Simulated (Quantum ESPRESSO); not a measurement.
**C under changes of volume**

One of the cells (5.672 Å³/atom); the others are scaled copies at fixed shape and fractional positions:

```
C
1.0
     2.52210    0.00000    0.00000
    -1.26105    2.18420    0.00000
     0.00000    0.00000    8.23710
C
8
Direct
  0.66667 0.33333 0.84375
  0.33333 0.66667 0.34375
  0.66667 0.33333 0.65625
  0.33333 0.66667 0.15625
  0.00000 0.00000 0.90625
  0.00000 0.00000 0.40625
  0.00000 0.00000 0.59375
  0.00000 0.00000 0.09375
```

This is a hexagonal form of diamond, not graphite.

| Property | Result |
| --- | --- |
| Program | Quantum ESPRESSO 7.5 |
| Functional | LDA |
| Potentials or basis | GBRV 1.5 LDA |
| Cutoff | 612 eV |
| Density cutoff | 4898 eV |
| k mesh | 12 × 12 × 4 |
| Occupations | fermi-dirac, width 0.05 eV |
| Spin | no spin polarisation |

```csv
volume (Å³/atom),energy over the lowest point (meV/atom),pressure (GPa),gap on the mesh (eV),largest force (eV/Å)
5.332,?,?,?,?
5.445,1.16,6.1,4.49,0.358
5.559,0.00,-3.6,4.44,0.344
5.672,5.41,-12.4,4.39,0.331
5.785,16.76,-20.4,4.34,0.319
5.899,33.52,-27.7,4.29,0.306
6.012,55.22,-34.3,4.24,0.296
```

Task: What does the run at 5.332 Å³/atom give?

Result: Energy over the lowest point 9.48 meV/atom; pressure 16.7 GPa; gap on the mesh 4.55 eV; largest force 0.373 eV/Å.

Worked out: A Birch-Murnaghan fit of order 3 (a polynomial in V^(-2/3)) to the other rows has its minimum at 5.52 Å³/atom with B0 = V·E''(V) = 463 GPa and B' = 3.6 at fixed shape and positions, which overstates the stiffness. It gives 9.43 meV/atom at 5.332 Å³/atom, against the run's 9.48, and -dE/dV = 17.1 GPa, against 16.7. A straight line through the other rows of the gap, of slope -2.52 eV per unit of ln V, extrapolates to 4.54 eV, against the run's 4.55.

Energies are extrapolated to zero smearing.

Caveats: the cell as given lies far from equilibrium (some runs).

A mesh can miss the band edges.
